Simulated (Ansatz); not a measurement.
# C6H8: the cost of one run

Method: the levels named in each step, in Ansatz 0.2.0.

**1. The structure to begin with**

Bond lengths: C1–C2 1.331 Å, C2–C3 1.501 Å, C3–C4 1.529 Å, C4–C5 1.501 Å, C1–C6 1.452 Å, C5–C6 1.331 Å, C1–H7 1.080 Å, C2–H8 1.080 Å, C3–H9 1.091 Å, C3–H10 1.098 Å, C4–H11 1.091 Å, C4–H12 1.098 Å, C5–H13 1.080 Å, C6–H14 1.080 Å. Angles (14 of 24 angles, heavy atoms first): C1–C2–C3 120.8°, C2–C1–C6 120.4°, C2–C3–C4 111.3°, C3–C4–C5 111.3°, C4–C5–C6 120.8°, C1–C6–C5 120.4°, C1–C2–H8 121.6°, C3–C2–H8 117.5°, C2–C1–H7 121.5°, C6–C1–H7 118.1°, C2–C3–H9 110.5°, C2–C3–H10 108.0°, C4–C3–H9 110.0°, C4–C3–H10 109.6°.

As a file:

```xyz
14

C     0.8449    1.1281   -0.2004
C    -0.4597    1.3325   -0.0339
C    -1.4223    0.1813   -0.0197
C    -0.7691   -1.0807    0.5449
C     0.6152   -1.2687   -0.0033
C     1.3673   -0.2202   -0.3297
H     1.5433    1.9506   -0.2516
H    -0.8729    2.3282    0.0331
H    -2.3116    0.4331    0.5608
H    -1.7480   -0.0024   -1.0517
H    -1.3890   -1.9519    0.3259
H    -0.6943   -1.0000    1.6369
H     0.9948   -2.2782   -0.0623
H     2.3790   -0.3408   -0.6883
```

**2. A rough first relaxation, PBE-D4/def2-SVP**

This run stands in another session on the same molecule. It ended at:

```xyz
14

C     0.8570    1.1406   -0.2008
C    -0.4716    1.3530   -0.0282
C    -1.4298    0.1854   -0.0129
C    -0.7738   -1.0897    0.5409
C     0.6192   -1.2924   -0.0072
C     1.3835   -0.2212   -0.3360
H     1.5564    1.9892   -0.2694
H    -0.8750    2.3771    0.0304
H    -2.3461    0.4289    0.5629
H    -1.7737    0.0052   -1.0619
H    -1.4145   -1.9723    0.3382
H    -0.7015   -1.0211    1.6550
H     1.0272   -2.3146   -0.0669
H     2.4201   -0.3572   -0.6834
```

**3. Relaxation, r2SCAN-D4/def2-TZVPP**

input.yaml

```yaml
crystal:
  periodic: [false, false, false]
  atoms:
    - { symbol: C, position_ang: [0.85695633, 1.1406429, -0.20082906] }
    - { symbol: C, position_ang: [-0.47158805, 1.35301862, -0.0282113] }
    - { symbol: C, position_ang: [-1.42980545, 0.18535325, -0.01288087] }
    - { symbol: C, position_ang: [-0.77379766, -1.08973212, 0.54091157] }
    - { symbol: C, position_ang: [0.61918, -1.29244524, -0.00715623] }
    - { symbol: C, position_ang: [1.38345602, -0.22115682, -0.33602358] }
    - { symbol: H, position_ang: [1.55635088, 1.98921329, -0.26942131] }
    - { symbol: H, position_ang: [-0.87502852, 2.37709157, 0.03039619] }
    - { symbol: H, position_ang: [-2.34610174, 0.42887437, 0.5629282] }
    - { symbol: H, position_ang: [-1.77371057, 0.00524651, -1.06189419] }
    - { symbol: H, position_ang: [-1.41450427, -1.97226179, 0.33819524] }
    - { symbol: H, position_ang: [-0.70146759, -1.02108193, 1.65500029] }
    - { symbol: H, position_ang: [1.02719706, -2.31463995, -0.06686019] }
    - { symbol: H, position_ang: [2.42014355, -0.35722268, -0.68343476] }
basis:
  gaussian: { orbitals: def2-TZVPP }
hamiltonian:
  xc: r2scan
  dispersion: d4
relax:
  f_tol: 0.004
  max_steps: 150
```

Command:

```sh
> ansatz run input.yaml --threads 4 --pin off --max-ram 10240MiB --backend cpu --events-out ev --progress --plain --runs-dir out
```

What time and memory should one allow on 4 threads of Intel Xeon at 2.50GHz (Skylake/Cascade Lake), shared host?

About 78 s, with a peak of 0.47 GiB.
